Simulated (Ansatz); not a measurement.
# Relativity in Ga

```yaml
crystal:
  lattice:
    - [-1.38440, 1.38440, 2.31122]
    - [1.38440, -1.38440, 2.31122]
    - [1.38440, 1.38440, -2.31122]
  atoms:
    - { symbol: Ga, position: [0.00000, 0.00000, 0.00000] }
```

Structure from Materials Project entry mp-140 (possibly hypothetical), not relaxed further.

One fixed cell is solved with LDA by frozen-core PAW in Ansatz 0.2.0 under different relativistic treatments. Pressure is positive in compression.

Settings: a Γ-centred 18×18×18 k mesh, Fermi–Dirac smearing of 0.05 eV, cutoff 420 eV, no spin polarisation; the PAW files were made with PBE, and the program remakes their frozen cores for this functional.

```
                 setting  P (GPa)  lowest level at Γ above −25 eV, from the valence-band top or, without a gap, the Fermi level (eV)
     scalar-relativistic    -1.92                                                                                                  ?
with spin–orbit coupling    -1.94                                                                                                  ?
```

Task: Give the missing entry: row "with spin–orbit coupling", column "lowest level at Γ above −25 eV, from the valence-band top or, without a gap, the Fermi level (eV)".

Result: -15.25.

Task: What belongs in the row "scalar-relativistic", column "lowest level at Γ above −25 eV, from the valence-band top or, without a gap, the Fermi level (eV)"?

Result: -15.11.
